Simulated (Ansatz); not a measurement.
Results of revPBE (plane waves, PAW; Ansatz, a quantum-chemistry and plane-wave program) for rutile RuO2.

Numerical settings: plane-wave cutoff 520 eV, 12×12×18 k mesh (along the axes of the cell as run), Fermi–Dirac smearing 0.05 eV, no spin polarisation, scalar-relativistic PAW data made under PBE.

Cell (relaxed at this level):

```
RuO2
1.0
    4.55161     0.00000     0.00000
    0.00000     4.55161     0.00000
    0.00000     0.00000     3.12835
Ru O
2 4
Cartesian
  0.00000   0.00000   0.00000
  2.27581   2.27581   1.56418
  1.39042   1.39042   0.00000
  3.66622   0.88539   1.56418
  0.88539   3.66622   1.56418
  3.16120   3.16120   0.00000
```

**Question.** Predict the bulk modulus and pressure derivative B′ of the bulk modulus.

**Answer.** 
* **bulk modulus**: 237 GPa
* **pressure derivative B′ of the bulk modulus**: 4.8

The run finds no gap.

Measured, for comparison: bulk modulus 270 GPa (room temperature, no zero-point or thermal correction; as tabulated in LI and ZENG (2008), arXiv:0807.3251). Computed (rounded) less measured: bulk modulus -12 %.

Note: the bulk modulus comes from volumes at which shape and atoms were relaxed.

It cost roughly 9 core-minutes of CPU time.
